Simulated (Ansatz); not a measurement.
PbS under changes of volume

One of the cells (27.435 Å³/atom); the others are scaled copies at fixed shape and fractional positions:

```
Pb S
1.0
     4.08970    0.00000    0.00000
    -2.04485    3.54178    0.00000
     0.00000    0.00000    3.78817
Pb S
1 1
Direct
  0.00000 0.00000 0.00000
  0.66667 0.33333 0.50000
```

Measurements of this composition are mostly on another form, of space group No. 225.

```yaml
Program: Ansatz 0.2.0
Functional: PBEsol
Potentials_or_basis: all-electron LAPW, scalar-relativistic
Cutoff: 170 eV (chosen from the basis error)
Basis_error_allowed: 0.001 eV/atom
k_mesh: 8 × 8 × 7
Occupations: fermi-dirac, width 0.05 eV
Spin: no spin polarisation
```

```tsv
volume (Å³/atom)	energy over the lowest point (meV/atom)	pressure (GPa)
25.789	0.00	0.3
26.338	?	?
26.887	5.83	-1.9
27.435	13.67	-2.8
27.984	24.45	-3.6
28.533	37.99	-4.4
29.082	54.05	-5.0
```

Problem. What does the run at 26.338 Å³/atom give?

Solution. Energy over the lowest point 1.12 meV/atom; pressure -0.9 GPa.

Worked out: A Birch-Murnaghan fit of order 3 (a polynomial in V^(-2/3)) to the other rows has its minimum at 25.88 Å³/atom with B0 = V·E''(V) = 51 GPa (rough, since the energies scatter) at fixed shape and positions, which overstates the stiffness. It gives 1.19 meV/atom at 26.338 Å³/atom, against the run's 1.12, and -dE/dV = -0.9 GPa, against -0.9.

Energies are extrapolated to zero smearing.
